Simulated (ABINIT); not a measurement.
Crystal: Ta.

```xyz
2
Lattice="2.9004 0.0000 0.0000 -1.4502 2.5118 0.0000 0.0000 0.0000 5.1663" Properties=species:S:1:pos:R:3 pbc="T T T"
Ta    0.0000    1.6745    1.2916
Ta    1.4502    0.8373    3.8747
```

This isn't the form of Ta at room conditions, which is bcc.

Base run:

| Quantity | Value |
| --- | --- |
| Program | ABINIT 10.8.3 (patched build) |
| Functional | PW91 |
| Potentials or basis | JTH PAW PBE v2.0 |
| Cutoff | 626 eV |
| k mesh | 11 × 11 × 5 |
| Occupations | fermi-dirac, width 0.05 eV |
| Spin | no spin polarisation |

Its results: band gap on the k mesh none (metal or under the smearing width); pressure -1.8 GPa.

After a change of settings the same cell gave: band gap on the k mesh none (metal or under the smearing width); pressure -6.8 GPa. Which change was it?
A. functional from PW91 to RPBE
B. functional from PW91 to WC
C. functional from PW91 to BLYP
D. functional from PW91 to AM05

B.

WC binds more tightly than PW91, so the same cell stands under less pressure.

Caveats: the PAW data sets were made with another functional, which shifts forces and pressure a little.
